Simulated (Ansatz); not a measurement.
# Te2Mo (Pm) in Ansatz: band structure with BLYP

Aim: the band structure of Te2Mo with BLYP.

All numbers are computed with Ansatz 0.2.0; they aren't measurements. Logs are shortened: lines on timing, memory, paths and dates and some standing lists are left out, and cuts for length are marked.

### Step 1. Starting point

Symmetry: Pm, No. 6, monoclinic system. The conventional cell has a = 6.346 Å, b = 3.494 Å, c = 14.866 Å, α = 90.00°, β = 92.12°, γ = 90.00°. Around Te (site symmetry m) lie 3 Mo at 2.82 to 2.84 Å. Te (site symmetry m) has 3 Mo at 2.82 to 2.84 Å as nearest neighbours. Te (site symmetry m) is surrounded by 3 Mo at 2.70 to 2.71 Å. Te (site symmetry m) has 3 Mo at 2.70 to 2.71 Å as nearest neighbours. Around Te (site symmetry m) lie 3 Mo at 2.70 to 2.71 Å. Te (site symmetry m) has 3 Mo at 2.70 to 2.71 Å as nearest neighbours. Around Te (site symmetry m) lie 3 Mo at 2.82 to 2.84 Å. Around Te (site symmetry m) lie 3 Mo at 2.82 to 2.84 Å.

The cell is a database's computed one.

### Step 2. Band structure, BLYP

The input, input.yaml:

```yaml
crystal:
  lattice:
    - [6.3464495577, 0.0, 0.0]
    - [0.0, 3.49421554, 0.0]
    - [-0.5490254083, 0.0, 14.8561586148]
  atoms:
    - { symbol: Te, position: [0.06308657, 0.5, 0.40139181] }
    - { symbol: Te, position: [0.93626097, 0.0, 0.59892358] }
    - { symbol: Te, position: [0.56720469, 0.0, 0.36206281] }
    - { symbol: Te, position: [0.43253951, 0.5, 0.63827401] }
    - { symbol: Te, position: [0.09104745, 0.0, 0.13792275] }
    - { symbol: Te, position: [0.90945389, 0.5, 0.86175202] }
    - { symbol: Te, position: [0.58109276, 0.5, 0.09854983] }
    - { symbol: Te, position: [0.41934698, 0.0, 0.90115399] }
    - { symbol: Mo, position: [0.31968622, 0.0, 0.50682682] }
    - { symbol: Mo, position: [0.6797845, 0.5, 0.49352002] }
    - { symbol: Mo, position: [0.1814915, 0.5, 0.00653163] }
    - { symbol: Mo, position: [0.81900395, 0.0, 0.99308972] }
hamiltonian:
  xc: blyp
  pseudopotentials: { kind: paw }
kpoints:
  mp_grid: { grid: [4, 8, 2] }
  band_path:
    path:
      - [[0.0, 0.0, 0.0], [0.0, 0.0, 0.5], [-0.4927891831, 0.0, 0.5426307308], [-0.5, 0.0, 0.5], [-0.5, 0.5, 0.5], [-0.5072108169, 0.5, 0.4573692692], [-0.5, 0.5, 0.0], [-0.5, 0.0, 0.0], [-0.5072108169, 0.0, 0.4573692692]]
      - [[-0.4927891831, 0.5, 0.5426307308], [0.0, 0.5, 0.5], [0.0, 0.5, 0.0]]
      - [[0.0, 0.0, 0.5], [0.0, 0.5, 0.5]]
    npoints: 10
scf:
  occupations: { method: fermi_dirac, width: 0.05 }
  n_extra_bands: 30
output:
  forces: true
  stress: true
  eigenvalues: true
  fatbands: false
  write_density: true
  write_potential: true
  elf: true
  volumetric_format: npy
```

Potentials or basis: Ansatz PAW.

Started as:

```bash
$ ansatz run input.yaml --threads 4 --pin off --max-ram 11264MiB --backend cpu --events-out ev --progress --plain --runs-dir out
```

The log of the run:

```text
Warning: RAYON_NUM_THREADS=4 ignored (pool sized by the plan → 4); use --threads N
scf.n_extra_bands = 30 over 92 filled bands (N_el = 184.0): the run solves 122 bands
Engine: ansatz 0.2.0, x86_64-unknown-linux-gnu
Pseudopotentials: kind: paw
[... 80 lines left out ...]
--- Band table (eV; the first three rows and the last of 30) ---
  k-point 0: bands = ["-49.6009", "-49.5929", "-49.5423", "-49.5344", "-25.3728", "-25.3649", "-25.3638", "-25.3558", "-25.3553", "-25.3552", "-25.3460", "-25.3458", "-25.3289", "-25.3220", "-25.3199", "-25.3128", "-25.3093", "-25.3002", "-25.2947", "-25.2872", "-25.2856", "-25.2846", "-25.2778", "-25.2752", "-25.2185", "-25.2155", "-25.2109", "-25.2078", "-25.2040", "-25.2017", "-25.1964", "-25.1941", "-25.1567", "-25.1488", "-25.1457", "-25.1379", "-25.1109", "-25.1031", "-25.1029", "-25.0951", "-25.0936", "-25.0896", "-25.0856", "-25.0816", "-23.8310", "-23.8229", "-23.7640", "-23.7561", "-23.7196", "-23.7117", "-23.6025", "-23.5949", "-23.5509", "-23.5431", "-23.4092", "-23.4016", "-1.4006", "-1.2706", "-0.5150", "-0.3077", "0.3281", "0.4126", "0.5207", "0.6193", "5.9356", "6.0788", "6.2467", "6.8292", "6.9776", "7.0513", "7.5383", "7.5806", "8.4447", "8.9608", "8.9936", "9.0826", "9.0931", "9.1406", "9.2370", "9.6817", "9.8147", "9.8200", "10.1208", "10.3488", "10.5513", "10.7918", "10.8299", "10.8458", "11.1297", "11.3088", "11.4976", "11.5926", "12.0726", "12.2365", "12.4485", "12.4799", "12.8380", "13.3030", "13.4285", "13.5421", "13.6277", "13.9977", "14.5663", "14.5946", "14.6803", "14.7506", "14.7972", "14.8678", "16.1171", "16.2347", "16.4281", "17.0254", "17.4308", "17.5786", "18.1520", "18.4442", "18.5827", "18.8709", "18.8934", "19.2435", "19.2465", "19.3331"]
  k-point 1: bands = ["-49.6009", "-49.5929", "-49.5423", "-49.5344", "-25.3728", "-25.3649", "-25.3638", "-25.3558", "-25.3553", "-25.3552", "-25.3460", "-25.3458", "-25.3289", "-25.3220", "-25.3199", "-25.3128", "-25.3093", "-25.3002", "-25.2947", "-25.2872", "-25.2856", "-25.2846", "-25.2778", "-25.2752", "-25.2185", "-25.2155", "-25.2109", "-25.2078", "-25.2040", "-25.2017", "-25.1964", "-25.1941", "-25.1567", "-25.1488", "-25.1457", "-25.1379", "-25.1109", "-25.1031", "-25.1029", "-25.0951", "-25.0936", "-25.0896", "-25.0856", "-25.0816", "-23.8310", "-23.8229", "-23.7640", "-23.7561", "-23.7196", "-23.7117", "-23.6025", "-23.5949", "-23.5509", "-23.5431", "-23.4092", "-23.4016", "-1.3457", "-1.3388", "-0.4090", "-0.4000", "0.3518", "0.3582", "0.5824", "0.5874", "5.9962", "6.0056", "6.5264", "6.5338", "6.9240", "6.9502", "7.6194", "7.6588", "8.7425", "8.7698", "8.9744", "8.9795", "9.0852", "9.0904", "9.5013", "9.5230", "9.8130", "9.8569", "10.1473", "10.1752", "10.7139", "10.7169", "10.8068", "10.8172", "11.2544", "11.2602", "11.5414", "11.5437", "12.1223", "12.1430", "12.4615", "12.4674", "13.0981", "13.1501", "13.5646", "13.5786", "13.5859", "13.5948", "14.7115", "14.7118", "14.7132", "14.7246", "14.7588", "14.7593", "16.2873", "16.4645", "16.5081", "16.7036", "17.6952", "17.7169", "17.8991", "18.0139", "18.3271", "18.4244", "19.4270", "19.4350", "19.5352", "19.6538"]
  k-point 2: bands = ["-49.5979", "-49.5899", "-49.5438", "-49.5358", "-25.3702", "-25.3618", "-25.3612", "-25.3568", "-25.3556", "-25.3527", "-25.3474", "-25.3463", "-25.3300", "-25.3234", "-25.3209", "-25.3142", "-25.3085", "-25.2994", "-25.2950", "-25.2875", "-25.2859", "-25.2850", "-25.2781", "-25.2756", "-25.2154", "-25.2125", "-25.2077", "-25.2055", "-25.2049", "-25.2032", "-25.1979", "-25.1957", "-25.1572", "-25.1494", "-25.1472", "-25.1394", "-25.1108", "-25.1033", "-25.1028", "-25.0953", "-25.0932", "-25.0893", "-25.0852", "-25.0813", "-23.8293", "-23.8212", "-23.7823", "-23.7744", "-23.7107", "-23.7028", "-23.6169", "-23.6094", "-23.5424", "-23.5345", "-23.4107", "-23.4030", "-1.2329", "-1.1037", "-0.4071", "-0.2075", "0.4034", "0.4819", "0.6255", "0.7192", "6.1082", "6.2457", "6.4295", "6.9017", "7.0948", "7.1711", "7.5992", "7.6406", "8.3348", "8.6725", "8.7250", "8.7528", "8.9644", "9.1858", "9.2369", "9.3395", "9.7764", "9.8104", "9.8719", "10.2473", "10.3187", "10.5876", "10.5977", "10.6253", "10.9644", "11.2985", "11.3110", "11.3669", "11.4997", "11.5092", "12.7047", "12.7652", "13.0333", "13.2686", "13.3647", "13.4092", "13.5710", "13.6994", "13.7209", "13.8856", "14.2086", "14.4602", "14.6945", "14.7790", "16.4065", "16.4152", "16.8532", "17.4351", "18.1740", "18.5279", "18.6585", "19.0388", "19.1752", "19.2491", "19.3295", "19.4873", "19.5995", "20.0037"]
  k-point 29: bands = ["-49.5666", "-49.5665", "-49.5586", "-49.5585", "-25.3678", "-25.3678", "-25.3585", "-25.3584", "-25.3444", "-25.3443", "-25.3354", "-25.3353", "-25.3345", "-25.3345", "-25.3255", "-25.3253", "-25.3009", "-25.3007", "-25.2918", "-25.2915", "-25.2875", "-25.2874", "-25.2782", "-25.2780", "-25.2121", "-25.2119", "-25.2045", "-25.2044", "-25.1957", "-25.1956", "-25.1880", "-25.1880", "-25.1584", "-25.1581", "-25.1505", "-25.1503", "-25.1069", "-25.1065", "-25.0988", "-25.0985", "-25.0893", "-25.0889", "-25.0812", "-25.0809", "-23.8764", "-23.8761", "-23.8683", "-23.8683", "-23.6481", "-23.6481", "-23.6402", "-23.6401", "-23.4669", "-23.4668", "-23.4592", "-23.4592", "0.5057", "0.5064", "0.5319", "0.5327", "0.8981", "0.8992", "0.9097", "0.9108", "5.8779", "5.8784", "5.8977", "5.8981", "6.8965", "6.8973", "6.9283", "6.9289", "8.1114", "8.1123", "8.2010", "8.2025", "9.0513", "9.0525", "9.0704", "9.0718", "9.2237", "9.2245", "9.2550", "9.2558", "9.7664", "9.7664", "9.7844", "9.7849", "10.5888", "10.5890", "10.6176", "10.6179", "12.4871", "12.4882", "12.4960", "12.4962", "13.2669", "13.2680", "13.2972", "13.2975", "13.7397", "13.7403", "13.7805", "13.7807", "14.7928", "14.7948", "14.8237", "14.8252", "16.1068", "16.1079", "16.2094", "16.2097", "16.7214", "16.7238", "16.8488", "16.8497", "17.8049", "17.8053", "17.8561", "17.8584", "18.6852", "18.6874"]
```

Run time: 36 s. Hardware: 4 threads of AMD EPYC 9R45 (Zen 5), shared host; peak memory 3 GiB.

What came out:

```
Free energy            : -75855.8857 eV
Pressure               : 6.0 GPa
Largest force          : 0.664 eV/Å
Band gap on the k mesh : none (metal or under the smearing width)
```

Forces on the atoms (eV/Å):
```
Te  -0.010  0.000 -0.404
Te   0.020  0.000  0.403
Te   0.034  0.000 -0.649
Te  -0.046  0.000  0.648
Te   0.027  0.000  0.656
Te  -0.028  0.000 -0.664
Te  -0.016  0.000  0.409
Te   0.019  0.000 -0.413
Mo  -0.153  0.000 -0.072
Mo   0.154  0.000  0.068
Mo   0.151  0.000 -0.052
Mo  -0.153  0.000  0.068
```

Stress tensor (GPa, compression positive):
```
6.23 0.00 0.00
0.00 6.09 0.00
0.00 0.00 5.54
```

Levels at the corners of the path, in eV from the Fermi level:
```tsv
point	band 90	band 91	band 92	band 93	band 94	band 95
Γ	-0.16	0.03	0.12	0.60	0.77	0.98
Y	-0.21	0.07	0.07	0.65	0.67	0.99
H	-0.72	-0.66	-0.61	0.16	0.18	0.93
C	-0.72	-0.66	-0.61	0.16	0.18	0.93
E	-0.88	-0.85	-0.85	1.02	1.02	1.03
M1	-0.88	-0.85	-0.85	1.02	1.02	1.03
A	-0.88	-0.85	-0.85	1.02	1.02	1.04
X	-0.72	-0.71	-0.69	0.15	0.16	0.94
H1	-0.72	-0.66	-0.61	0.16	0.18	0.93
M	-0.88	-0.85	-0.85	1.02	1.02	1.03
D	-1.44	-1.42	-1.42	1.10	1.10	1.12
Z	-1.42	-1.40	-1.40	1.09	1.09	1.14
Y	-0.21	0.07	0.07	0.65	0.67	0.99
D	-1.44	-1.42	-1.42	1.10	1.10	1.12
```

Caveat: spin-orbit coupling is left out, which moves the levels of the heavy elements; this functional lacks dispersion, which binds the layers, so the pressure and a relaxed spacing across them are unreliable; the PAW data sets come from PBE, with cores solved anew for the run's functional, which leaves a small shift of forces and pressure.
